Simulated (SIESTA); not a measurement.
**In: single point with PBEsol**

Crystal: In.

```xyz
2
Lattice="3.3355 0.0000 0.0000 -1.6677 2.8886 0.0000 0.0000 0.0000 5.5091" Properties=species:S:1:pos:R:3 pbc="T T T"
In    1.6746    0.9703    4.1266
In   -0.0658    1.9649    1.4118
```

This isn't the form of In at room conditions, which is tetragonal.

The cell isn't the ideal one: atoms moved at random, drawn with an rms of 0.05 Å.

```yaml
Program: SIESTA 5.4.2
Task: single point
Functional: PBEsol
Potentials_or_basis: PseudoDojo 0.4 standard (PBEsol files)
Basis: DZP (energy shift 0.003 Ry; two zetas on semicore shells)
Grid_cutoff: 500 Ry
Energy_shift: 0.003 Ry
k_mesh: 9 × 9 × 5
Occupations: fermi-dirac, width 0.05 eV
Spin: no spin polarisation
```

```json
{
  "Pressure": "-1.0 GPa",
  "Largest force": "0.112 eV/Å",
  "Band gap on the k mesh": "none (metal or under the smearing width)"
}
```

Forces on the atoms (eV/Å):
```
In  -0.018  0.007  0.110
In   0.018 -0.007 -0.110
```

Stress tensor (GPa, compression positive):
```
-1.11  0.17 -0.01
 0.17 -0.96  0.00
-0.01  0.00 -0.82
```

Levels at points of the mesh, in eV from the Fermi level:
```csv
k point,band 10,band 11,band 12,band 13,band 14,band 15,band 16,band 17
"(0.00, 0.00, 0.00)",-14.27,-9.54,-4.52,-3.44,8.32,8.56,10.22,10.58
```

Wall time 71 s on 1 thread of Arm Neoverse V1, on a shared host, peak memory 0.3 GiB.

Caveat: the basis of atomic orbitals isn't converged, which shifts pressures, moduli and gaps.
